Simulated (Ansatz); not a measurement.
# Ag under strain

These are results of DFT PBE, scalar-relativistic, plane waves, PAW in Ansatz 0.2.0, not measurements. Run with 420 eV cutoff, 21×21×12 k-mesh, Gaussian smearing of 0.10 eV, no spin polarisation.

Starting point, cell and atoms relaxed:

```
Ag
1.0
     2.93459    0.00000    0.00000
    -1.46730    2.54143    0.00000
     0.00000    0.00000    4.79791
Ag
2
Direct
  0.33333 0.66667 0.25000
  0.66667 0.33333 0.75000
```

Deformation: c alone is stretched, the rest of the cell is held and the atoms relax, all within the symmetry that the strain leaves. Energies are extrapolated to zero smearing. Stress is positive in compression, on the Cartesian axes of the cell above. On this cell's mesh the reference holds a stress of up to 0.31 GPa.

```csv
strain (%),ΔE (meV/atom),a (Å),b (Å),c (Å),σxx (GPa),σyy (GPa),σzz (GPa)
-3.0,9.0,2.935,2.935,4.654,2.01,2.01,5.33
-2.0,4.1,2.935,2.935,4.702,1.19,1.19,3.49
-1.0,?,2.935,2.935,4.750,?,?,?
+0.0,0.0,2.935,2.935,4.798,-0.27,-0.27,0.31
+1.0,0.4,2.935,2.935,4.846,-0.89,-0.89,-1.08
+2.0,?,2.935,2.935,4.894,?,?,?
+3.0,5.7,2.935,2.935,4.942,-1.93,-1.93,-3.59
```

Q: Fill in the row at -1.0 %.

A: ΔE 1.2 meV/atom; σxx 0.43 GPa; σyy 0.43 GPa; σzz 1.82 GPa.

Q: Fill in the row at +2.0 %.

A: ΔE 2.3 meV/atom; σxx -1.44 GPa; σyy -1.44 GPa; σzz -2.39 GPa.

This form isn't the element's structure at ambient conditions.